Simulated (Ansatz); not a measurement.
# Se: convergence and cost

Aim, for Se: test the plane-wave cutoff.

Method: DFT PBE, scalar-relativistic, plane waves, PAW, in Ansatz 0.2.0.

1 further run of the same task is left out (set aside as unsound or not needed).

### Step 1. The starting structure

The structure is orthorhombic, space group P2_12_12 (No. 18). Conventional cell: a = 4.868 Å, b = 7.909 Å, c = 2.740 Å, α = 90.00°, β = 90.00°, γ = 90.00°. Se (site symmetry 1) is surrounded by 1 Se at 2.31 Å.

Structure file:

```
Se
1.0
     4.86816    0.00000    0.00000
     0.00000    7.90933    0.00000
     0.00000    0.00000    2.74020
Se
4
Direct
  0.67408 0.40105 0.26384
  0.82592 0.90105 0.73616
  0.32592 0.59895 0.26384
  0.17408 0.09895 0.73616
```

The structure comes from the Materials Project (structure only); it is used as listed.

### Step 2. The base run, which the others are set against

Input file input.yaml:

```yaml
crystal:
  lattice:
    - [4.8681583976, 0.0, 0.0]
    - [0.0, 7.90932954, 0.0]
    - [0.0, 0.0, 2.7402019956]
  atoms:
    - { symbol: Se, position: [0.6740806, 0.40104581, 0.2638364] }
    - { symbol: Se, position: [0.8259194, 0.90104581, 0.7361636] }
    - { symbol: Se, position: [0.3259194, 0.59895419, 0.2638364] }
    - { symbol: Se, position: [0.1740806, 0.09895419, 0.7361636] }
basis:
  ecutwfc: 420
kpoints:
  mp_grid: { grid: [10, 6, 16] }
hamiltonian:
  xc: pbe
scf:
  occupations: { method: gaussian, width: 0.1 }
output:
  forces: true
  stress: true
  eigenvalues: true
  populations: true
```

Its results, from an earlier run: -5468.9255 eV/atom at zero smearing, pressure 1.65 GPa, largest force 0.649 eV/Å, no gap on the mesh, in 6 SCF cycles and 19 s.

### Step 3. Plane-wave cutoff: 200 eV

Input file input.yaml:

```yaml
crystal:
  lattice:
    - [4.8681583976, 0.0, 0.0]
    - [0.0, 7.90932954, 0.0]
    - [0.0, 0.0, 2.7402019956]
  atoms:
    - { symbol: Se, position: [0.6740806, 0.40104581, 0.2638364] }
    - { symbol: Se, position: [0.8259194, 0.90104581, 0.7361636] }
    - { symbol: Se, position: [0.3259194, 0.59895419, 0.2638364] }
    - { symbol: Se, position: [0.1740806, 0.09895419, 0.7361636] }
basis:
  ecutwfc: 200
kpoints:
  mp_grid: { grid: [10, 6, 16] }
hamiltonian:
  xc: pbe
scf:
  occupations: { method: gaussian, width: 0.1 }
output:
  forces: true
  stress: true
  eigenvalues: true
```

### Step 4. Plane-wave cutoff set to 250 eV

Edit input.yaml of step 3 so:

```diff
@@ -11,3 +11,3 @@
 basis:
-  ecutwfc: 200
+  ecutwfc: 250
 kpoints:
```

### Step 5. Plane-wave cutoff: 300 eV

Edit input.yaml of step 4 so:

```diff
@@ -11,3 +11,3 @@
 basis:
-  ecutwfc: 250
+  ecutwfc: 300
 kpoints:
```

### Step 6. Plane-wave cutoff: 350 eV

Edit input.yaml of step 5 so:

```diff
@@ -11,3 +11,3 @@
 basis:
-  ecutwfc: 300
+  ecutwfc: 350
 kpoints:
```

### Step 7. Plane-wave cutoff: 500 eV

Edit input.yaml of step 6 so:

```diff
@@ -11,3 +11,3 @@
 basis:
-  ecutwfc: 350
+  ecutwfc: 500
 kpoints:
```

### Step 8. Plane-wave cutoff: 600 eV

Edit input.yaml of step 7 so:

```diff
@@ -11,3 +11,3 @@
 basis:
-  ecutwfc: 500
+  ecutwfc: 600
 kpoints:
```

(Steps that only read results are left out.)

Q: Predict the outcome of the series: the values and the trend.

**Answer**, as computed:

| quantity | value |
| --- | --- |
| plane-wave cutoff: within 10 and 1 meV/atom of 600 eV from | 350 eV for 10; 420 eV for 1 |

What this shows: For the plane-wave cutoff, the energy stays within 1 meV/atom of the reference from 420 eV on. The reference is only the best run made, not a proven limit. Total energies converge more slowly with the cutoff than differences between like structures do. The pressure is off by up to 0.2 GPa. Forces stay within 0.01 eV/Å of the reference from 350 eV on. The listed cell is far from this method's equilibrium (1.7 GPa, forces up to 0.65 eV/Å), so its values are not those of the relaxed crystal. In some runs cutoff or mesh lie under the advised values, so their numbers carry a basis error. Spin polarisation is off in the runs that give these values; a magnetic solution could lie lower.
